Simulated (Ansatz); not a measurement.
# AlNi3 under changes of volume

One of the cells (10.998 Å³/atom); the others are scaled copies at fixed shape and fractional positions:

```
CELL_PARAMETERS angstrom
0.00000 2.80189 2.80189
2.80189 0.00000 2.80189
2.80189 2.80189 0.00000
ATOMIC_POSITIONS crystal
Ni 0.75000 0.75000 0.75000
Ni 0.00000 0.00000 0.00000
Ni 0.25000 0.25000 0.25000
Al 0.50000 0.50000 0.50000
```

The cell comes from a database or a generator and needn't be the stable form of this composition.

- Program: Ansatz 0.2.0
- Functional: r2SCAN
- Potentials or basis: Ansatz PAW
- Cutoff: 500 eV (not typed: the program's choice for these potentials)
- k mesh: 8 × 8 × 8
- Occupations: fermi-dirac, width 0.05 eV
- Spin: collinear spin, ferromagnetic start
- Starting moments: [1.0, 1.0, 1.0, 0.0] μB

```csv
volume (Å³/atom),energy over the lowest point (meV/atom),pressure (GPa)
10.338,27.63,14.3
10.558,11.76,9.0
10.778,2.79,4.3
10.998,0.00,0.0
11.218,?,?
11.438,10.38,-7.2
11.658,22.47,-10.2
```

Question: What does the run at 11.218 Å³/atom give?

Answer: Energy over the lowest point 2.72 meV/atom; pressure -3.8 GPa.

Worked out: A Birch-Murnaghan fit of order 3 (a polynomial in V^(-2/3)) to the other rows has its minimum at 11.00 Å³/atom with B0 = V·E''(V) = 201 GPa and B' = 4.6. It gives 2.72 meV/atom at 11.218 Å³/atom, against the run's 2.72, and -dE/dV = -3.8 GPa, against -3.8.

Energies are extrapolated to zero smearing.

Caveats: the magnetic or orbital state may not be the lowest; the PAW data sets come from PBE, with cores solved anew for the run's functional, which leaves a small shift of forces and pressure; the starting moments weren't kept.
